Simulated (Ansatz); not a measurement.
`NC(N)=S` and `NC(N)=O` differ in one element.

Ansatz, PBE0-D4/def2-TZVP geometries, multiplicity 1. Each molecule was computed in one conformer, which needn't be the lowest.

```
                                      property  `NC(N)=S`
         LUMO energy (ωB97M-V/def2-TZVPP) / eV       1.84
       HOMO–LUMO gap (ωB97M-V/def2-TZVPP) / eV      10.04
           LUMO energy (B3LYP/def2-TZVPP) / eV      -0.33
            LUMO energy (PBE0/def2-TZVPP) / eV      -0.10
           HOMO–LUMO gap (PBE/def2-TZVPP) / eV       3.79
size of the dipole moment (PBE/def2-TZVPP) / D       4.88
```

Question: What does the change do to each property? (Estimate.)

Answer: Computed: 
| property | `NC(N)=O` | shift |
| --- | --- | --- |
| LUMO energy (ωB97M-V/def2-TZVPP) / eV | 2.04 | 0.20 |
| HOMO–LUMO gap (ωB97M-V/def2-TZVPP) / eV | 11.99 | 1.95 |
| LUMO energy (B3LYP/def2-TZVPP) / eV | 0.29 | 0.62 |
| LUMO energy (PBE0/def2-TZVPP) / eV | 0.68 | 0.78 |
| HOMO–LUMO gap (PBE/def2-TZVPP) / eV | 5.70 | 1.91 |
| size of the dipole moment (PBE/def2-TZVPP) / D | 3.70 | -1.18 |

With PBE0 the HOMO falls by 1.47 eV and the LUMO rises by 0.78 eV, so the gap widens by about 2.25 eV. PBE moves the HOMO by -1.02 eV and ωB97M-V by -1.74 eV. Dipoles are sizes alone; their direction can turn.

B3LYP here is the variant with VWN-RPA as its local correlation; programs differ in this.

Positive LUMOs are unbound, so they and the gaps depend on the basis.
